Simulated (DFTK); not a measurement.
# BN (F-43m) in DFTK: equation of state

Aim: energy against volume of BN in PBE, for its equilibrium volume and stiffness.

Program: DFTK 0.8.2. These are calculated values, not measurements. Logs are shortened: lines on timing, memory, paths and dates and some standing lists are left out, and cuts for length are marked.

**What was measured.**

“Effect of nanostructuration on compressibility of cubic BN”, 2012, arxiv:1208.3664 quotes, for a bulk crystal of BN at 300 K: bulk modulus 395 ± 2 GPa.

How close the calculation comes is told below.

## Step 1: The structure

It takes space group F-43m (No. 216, cubic). The conventional cell has a = 3.626 Å, b = 3.626 Å, c = 3.626 Å, α = 90.00°, β = 90.00°, γ = 90.00°. Around N (site symmetry -43m) lie 4 B at 1.57 Å. B (site symmetry -43m) is surrounded by 4 N at 1.57 Å.

The cell is a database's computed one.

## Step 2: Equation of state, PBE

Contents of run.jl:

```julia
using DFTK
using PseudoPotentialData
using Unitful, UnitfulAtomic
using LinearAlgebra, Printf
include("save.jl")
disable_threading()

# lattice vectors are the columns
lattice = austrip(1u"Å") * [           0.0       1.813001       1.813001;
                 1.813001            0.0       1.813001;
                 1.813001       1.813001            0.0]
symbols   = [:N, :B]
positions = [[0.25, 0.25, 0.25],
             [0.0, 0.0, 0.0]]
pseudopotentials = PseudoFamily("dojo.nc.sr.pbe.v0_4_1.standard.upf")
elements = Dict(s => ElementPsp(s, pseudopotentials) for s in unique(symbols))
atoms    = [elements[s] for s in symbols]

build_model(lattice, positions; symmetries=true) =
    model_DFT(lattice, atoms, positions;
              functionals=PBE(),
              temperature=austrip(0.05u"eV"),
              smearing=Smearing.FermiDirac(),
              symmetries)
Ecut  = 42.0  # hartree
kgrid = [13, 13, 13]
tol   = 1e-6
to_GPa = ustrip(uconvert(u"GPa", 1u"hartree/bohr^3"))

results["points"] = []
for scale in [0.94, 0.96, 0.98, 1.0, 1.02, 1.04, 1.06]
    println("\n=== scale = ", scale)
    model = build_model(cbrt(scale) * lattice, positions)
    basis = PlaneWaveBasis(model; Ecut, kgrid)
    t0 = time()
    scfres = self_consistent_field(basis;
                                   tol,
                                   nbandsalg=AdaptiveBands(model; n_bands_converge=9))
    seconds = time() - t0
    @printf "SCF: %d iterations, %.1f s\n" scfres.n_iter seconds
    forces = compute_forces_cart(scfres)
    stress = compute_stresses_cart(scfres)
    @printf "V = %.5f Å^3  F = %.8f Ha  max force = %.5f eV/Å  p = %.4f GPa\n" ustrip(auconvert(u"Å^3", model.unit_cell_volume)) scfres.energies.total ustrip(auconvert(u"eV/Å", maximum(norm, forces))) (-tr(stress) / 3 * to_GPa)
    push!(results["points"], save_scf!(scfres; forces, stress, d=Dict{String,Any}("seconds" => seconds, "n_matvec" => get(scfres, :n_matvec, 0))))
end

# third-order Birch-Murnaghan fit in x = V^(-2/3)
V = [0.94, 0.96, 0.98, 1.0, 1.02, 1.04, 1.06] * abs(det(lattice))
E = [p["total"] for p in results["points"]]
x = V .^ (-2 / 3)
c = [x .^ 0 x x .^ 2 x .^ 3] \ E
Δ = c[3]^2 - 3c[2] * c[4]
if Δ > 0
    x0 = (-c[3] + sqrt(Δ)) / 3c[4]
    B0 = 4 / 9 * x0^(7 / 2) * (2c[3] + 6c[4] * x0)
    @printf "V0 = %.4f Å^3  B0 = %.2f GPa\n" ustrip(auconvert(u"Å^3", x0^(-3 / 2))) B0 * to_GPa
end
```

Potentials or basis: dojo.nc.sr.pbe.v0_4_1.standard.upf (PBE).

The run is started by

```console
$ julia --threads=1 run.jl  # save.jl only writes the numbers to a file and isn't shown; printed stress counts tension as positive; times include loading and compiling
```

The program printed:

```text
=== scale = 0.94
n     Energy            log10(ΔE)   log10(Δρ)   Diag   Δtime
---   ---------------   ---------   ---------   ----   ------
  1   -13.36603256445                   -0.63    3.6    12.5s
  2   -13.38138512712       -1.81       -0.80    2.0    9.53s
  3   -13.40076025914       -1.71       -1.87    3.0    10.5s
  4   -13.40080382271       -4.36       -2.73    1.1    6.57s
  5   -13.40080485495       -5.99       -3.44    2.1    7.42s
  6   -13.40080492857       -7.13       -4.16    2.0    8.32s
  7   -13.40080493140       -8.55       -5.13    2.2    8.25s
  8   -13.40080493144      -10.45       -5.47    2.6    8.33s
  9   -13.40080493144      -11.32       -6.61    1.6    6.98s
SCF: 9 iterations, 80.1 s
V = 11.20346 Å^3  F = -13.40080493 Ha  max force = 0.00000 eV/Å  p = 24.8006 GPa

=== scale = 0.96
n     Energy            log10(ΔE)   log10(Δρ)   Diag   Δtime
---   ---------------   ---------   ---------   ----   ------
  1   -13.36721803827                   -0.64    3.6    11.3s
[... 41 further cycles ...]
  7   -13.40184193581       -9.24       -5.52    2.8    7.79s
  8   -13.40184193581      -11.08       -6.20    2.7    7.04s
SCF: 8 iterations, 69.8 s
V = 12.39531 Å^3  F = -13.40184194 Ha  max force = 0.00000 eV/Å  p = -14.1890 GPa

=== scale = 1.06
n     Energy            log10(ΔE)   log10(Δρ)   Diag   Δtime
---   ---------------   ---------   ---------   ----   ------
  1   -13.36626047396                   -0.67    3.5    11.3s
  2   -13.37829516902       -1.92       -0.80    2.0    8.93s
  3   -13.40088639015       -1.65       -1.87    3.0    11.9s
  4   -13.40090423931       -4.75       -2.81    1.0    7.89s
  5   -13.40090471484       -6.32       -3.67    2.1    8.73s
  6   -13.40090475220       -7.43       -4.64    2.4    10.6s
  7   -13.40090475256       -9.43       -5.59    2.8    10.1s
  8   -13.40090475257      -11.16       -6.72    2.8    10.4s
SCF: 8 iterations, 80.8 s
V = 12.63368 Å^3  F = -13.40090475 Ha  max force = 0.00000 eV/Å  p = -20.0217 GPa
V0 = 11.8948 Å^3  B0 = 371.17 GPa
```

It took 24 min on 1 thread of AMD EPYC, shared host; peak memory 1.7 GiB.

Results:

```
Equilibrium volume                      : 5.95 Å³/atom
Bulk modulus                            : 371 GPa
Pressure derivative of the bulk modulus : 3.7
```

Energy against volume, from the lowest point:
| volume (Å³/atom) | energy (meV/atom) |
| --- | --- |
| 5.602 | 25.52 |
| 5.721 | 10.59 |
| 5.840 | 2.28 |
| 5.959 | 0.00 |
| 6.078 | 3.21 |
| 6.198 | 11.41 |
| 6.317 | 24.16 |

## Step 3: Single point, PBE, 5.60 Å³/atom (volume scaled by 0.94)

run.jl is that of step 2.

Potentials or basis: dojo.nc.sr.pbe.v0_4_1.standard.upf (PBE).

The run is started by

```console
$ julia --threads=1 run.jl  # one pass of the loop, scale = 0.94; save.jl only writes the numbers to a file and isn't shown; printed stress counts tension as positive; times include loading and compiling
```

Run time: 80 s. Hardware: 1 thread of AMD EPYC, shared host.

Results (log left out):

| Quantity | Value |
| --- | --- |
| Free energy | -364.6545 eV |
| Pressure | 24.8 GPa |
| Band gap on the k mesh | 4.68 eV, indirect (least direct gap 9.14 eV) |

Caveat: an odd mesh through Γ misses points on the zone boundary, where band edges often lie.

## Step 4: Single point, PBE, 5.72 Å³/atom (volume scaled by 0.96)

run.jl is that of step 3.

The run is started by

```console
$ julia --threads=1 run.jl  # one pass of the loop, scale = 0.96; save.jl only writes the numbers to a file and isn't shown; printed stress counts tension as positive; times include loading and compiling
```

It took 77 s on 1 thread of AMD EPYC, shared host.

It converged, with:

```yaml
Free_energy: -364.6843 eV
Pressure: 15.5 GPa
Band_gap_on_the_k_mesh: 4.65 eV, indirect (least direct gap 9.03 eV)
```

Caveat: an odd mesh through Γ misses points on the zone boundary, where band edges often lie.

## Step 5: Single point, PBE, 5.84 Å³/atom (volume scaled by 0.98)

run.jl is that of step 4.

The run is started by

```console
$ julia --threads=1 run.jl  # one pass of the loop, scale = 0.98; save.jl only writes the numbers to a file and isn't shown; printed stress counts tension as positive; times include loading and compiling
```

Wall time 77 s (1 thread of AMD EPYC, shared host).

The run converged. Its results:

| Item | Value |
| --- | --- |
| Free energy | -364.7010 eV |
| Pressure | 7.0 GPa |
| Band gap on the k mesh | 4.62 eV, indirect (least direct gap 8.93 eV) |

Caveat: an odd mesh through Γ misses points on the zone boundary, where band edges often lie.

## Step 6: Single point, PBE, 5.96 Å³/atom

run.jl is that of step 5.

Potentials or basis: dojo.nc.sr.pbe.v0_4_1.standard.upf (PBE).

The run is started by

```console
$ julia --threads=1 run.jl  # one pass of the loop, scale = 1.0; save.jl only writes the numbers to a file and isn't shown; printed stress counts tension as positive; times include loading and compiling
```

It took 78 s on 1 thread of AMD EPYC, shared host.

It converged, with:

```
Free energy            : -364.7055 eV
Pressure               : -0.7 GPa
Band gap on the k mesh : 4.60 eV, indirect (least direct gap 8.83 eV)
```

Caveat: an odd mesh through Γ misses points on the zone boundary, where band edges often lie.

## Step 7: Single point, PBE, 6.08 Å³/atom (volume scaled by 1.02)

run.jl is that of step 6.

The run is started by

```console
$ julia --threads=1 run.jl  # one pass of the loop, scale = 1.02; save.jl only writes the numbers to a file and isn't shown; printed stress counts tension as positive; times include loading and compiling
```

Run time: 76 s. Hardware: 1 thread of AMD EPYC, shared host.

Results (log left out):

```yaml
Free_energy: -364.6991 eV
Pressure: -7.8 GPa
Band_gap_on_the_k_mesh: 4.57 eV, indirect (least direct gap 8.74 eV)
```

Caveat: an odd mesh through Γ misses points on the zone boundary, where band edges often lie.

## Step 8: Single point, PBE, 6.20 Å³/atom (volume scaled by 1.04)

run.jl is that of step 7.

The run is started by

```console
$ julia --threads=1 run.jl  # one pass of the loop, scale = 1.04; save.jl only writes the numbers to a file and isn't shown; printed stress counts tension as positive; times include loading and compiling
```

It took 70 s on 1 thread of AMD EPYC, shared host.

The run converged. Its results:

```yaml
Free_energy: -364.6827 eV
Pressure: -14.2 GPa
Band_gap_on_the_k_mesh: 4.54 eV, indirect (least direct gap 8.64 eV)
```

Caveat: an odd mesh through Γ misses points on the zone boundary, where band edges often lie.

## Step 9: Single point, PBE, 6.32 Å³/atom (volume scaled by 1.06)

run.jl is that of step 8.

Potentials or basis: dojo.nc.sr.pbe.v0_4_1.standard.upf (PBE).

The run is started by

```console
$ julia --threads=1 run.jl  # one pass of the loop, scale = 1.06; save.jl only writes the numbers to a file and isn't shown; printed stress counts tension as positive; times include loading and compiling
```

It took 81 s on 1 thread of AMD EPYC, shared host.

It converged, with:

| Property | Result |
| --- | --- |
| Free energy | -364.6572 eV |
| Pressure | -20.0 GPa |
| Band gap on the k mesh | 4.52 eV, indirect (least direct gap 8.55 eV) |

Caveat: an odd mesh through Γ misses points on the zone boundary, where band edges often lie.

## Step 10: How close it comes

Step 2. Against the measured bulk modulus of BN, 395 GPa (300 K; quoted in “Effect of nanostructuration on compressibility of cubic BN”, 2012, arxiv:1208.3664), the calculated 371 GPa is off by -6.0 %. The fit is for a static lattice scaled at fixed shape and fixed fractional positions.
